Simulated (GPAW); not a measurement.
Crystal: Al.

```xyz
1
Lattice="0.0000 2.0248 2.0248 2.0248 0.0000 2.0248 2.0248 2.0248 0.0000" Properties=species:S:1:pos:R:3 pbc="T T T"
Al    0.0000    0.0000    0.0000
```

```yaml
Program: GPAW 26.7.0
Task: single point
Functional: PBEsol
Potentials_or_basis: PAW data sets generated in the run's folder for this functional
Cutoff: 600 eV
Basis: pw
k_mesh: 11 × 11 × 11
Occupations: fermi-dirac, width 0.05 eV
Spin: no spin polarisation
```

On this cell: pressure -1.8 GPa; band gap on the k mesh none (metal or under the smearing width).

The same run follows on a disturbed copy (cell strained at random at fixed volume):

```
Al
1.0
     0.04789    1.96914    2.02685
     2.04326   -0.00835    2.08310
     2.04058    2.02271   -0.00568
Al
1
Cartesian
  0.0167 0.0547 -0.0153
```

**Question.** What changes?

**Answer.** The energy (extrapolated to zero smearing) moves by +4.7 meV/atom; pressure -1.6 GPa; band gap on the k mesh none (metal or under the smearing width).

Stress tensor (GPa, compression positive):
```
-0.70 -0.73 -1.16
-0.73 -0.79  1.52
-1.16  1.52 -3.26
```
